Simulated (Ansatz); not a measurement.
# NaI: response to strain

NaI is deformed so: equal xy, yz and zx engineering shear strains of +2 %. What stress and forces result, by LAPW, PAW and all-electron datasets made for the crystal?

Program: Ansatz 0.2.0. Level of theory: DFT LDA, scalar-relativistic. These are calculated values, not measurements.

### Step 1. Starting point

The structure is cubic, space group Fm-3m (No. 225). The conventional cell has a = 6.473 Å, b = 6.473 Å, c = 6.473 Å, α = 90.00°, β = 90.00°, γ = 90.00°. Around Na (site symmetry m-3m) lie 6 I at 3.24 Å. I (site symmetry m-3m) has 6 Na at 3.24 Å as nearest neighbours.

Structure file:

```cif
data_structure
_symmetry_space_group_name_H-M 'Fm-3m'
_symmetry_Int_Tables_number 225
_cell_length_a 6.4728
_cell_length_b 6.4728
_cell_length_c 6.4728
_cell_angle_alpha 90.000
_cell_angle_beta 90.000
_cell_angle_gamma 90.000
_cell_volume 271.19
loop_
_atom_site_label
_atom_site_type_symbol
_atom_site_symmetry_multiplicity
_atom_site_Wyckoff_symbol
_atom_site_fract_x
_atom_site_fract_y
_atom_site_fract_z
_atom_site_occupancy
Na1 Na 4 a 0.00000 0.00000 0.00000 1
I1 I 4 b 0.50000 0.00000 0.00000 1
```

The file gives the conventional cell by its symmetry; the runs use the cell typed in the input.

Atoms are numbered in the order of the input: Na1, I2.

### Step 2. The deformed structure

Space group Fm-3m before, R-3m after.

### Step 3. Full-potential LAPW

input.yaml reads:

```yaml
crystal:
  lattice:
    - [0.064728, 3.268764, 3.268764]
    - [3.268764, 0.064728, 3.268764]
    - [3.268764, 3.268764, 0.064728]
  atoms:
    - { symbol: Na, position: [0.0, 0.0, 0.0] }
    - { symbol: I, position: [0.5, 0.5, 0.5] }
kpoints:
  mp_grid: { grid: [8, 8, 8] }
  band_path:
    path:
      - [0.0, 0.0, 0.0]
      - [0.5, 0.5, 0.5]
      - [0.2451701269, 0.5, 0.7548298731]
      - [-0.2451701269, 0.2451701269, 0.5]
      - [0.0, 0.0, 0.5]
      - [0.0, 0.0, 0.0]
      - [-0.3725850634, 0.0, 0.3725850634]
      - [0.0, 0.3725850634, 0.6274149366]
      - [0.0, 0.5, 0.5]
    npoints: 5
scf:
  occupations: { method: fermi_dirac, width: 0.02 }
hamiltonian:
  xc: lda
  pseudopotentials: { kind: all_electron, lapw: { basis_error: 0.001 } }
output:
  forces: true
  stress: true
  eigenvalues: true
```

The run is started by

```sh
$ ansatz run input.yaml --threads 1 --pin off --max-ram 3072MiB --backend cpu --events-out ev --progress --plain --runs-dir out
```

### Step 4. PAW with frozen cores

input.yaml reads:

```yaml
crystal:
  lattice:
    - [0.064728, 3.268764, 3.268764]
    - [3.268764, 0.064728, 3.268764]
    - [3.268764, 3.268764, 0.064728]
  atoms:
    - { symbol: Na, position: [0.0, 0.0, 0.0] }
    - { symbol: I, position: [0.5, 0.5, 0.5] }
kpoints:
  mp_grid: { grid: [8, 8, 8] }
scf:
  occupations: { method: fermi_dirac, width: 0.02 }
hamiltonian:
  xc: lda
  pseudopotentials: { kind: paw }
output:
  forces: true
  stress: true
  eigenvalues: true
  efg: { contact_densities: true }
```

### Step 5. All-electron PAW on datasets made for the crystal

input.yaml: that of step 4 with these lines changed.

```diff
@@ -14,3 +14,3 @@
   xc: lda
-  pseudopotentials: { kind: paw }
+  pseudopotentials: { kind: all_electron, datasets: crystal }
 output:
```

(Steps that only read results are left out.)

Q: Predict the outcome of this session. Wanted: pressure; largest shear or deviatoric stress.

**Answer**, as computed:

| quantity | value |
| --- | --- |
| pressure | LAPW -1.63, PAW -1.64, crystal datasets -1.63 GPa |
| largest shear or deviatoric stress (LAPW) | 0.14 GPa |

**Reading.** The largest part of the stress beyond the pressure is 0.14 GPa in size; the atoms are carried along and not relaxed. No run of the undeformed cell stands beside it, so the pressure holds what the given cell had before the change. PAW: stress within 0.01 GPa of LAPW. Crystal datasets: stress within 0.01 GPa of LAPW. Spin-orbit coupling is left out, though the cell holds I; in elements this heavy it can shift bands and gaps by tenths of an eV.

These are semilocal Kohn-Sham gaps, which aren't the measured quantity. Such gaps usually fall short of the measured ones; spin-orbit coupling, left out here, narrows gaps with I, so the two errors partly cancel.
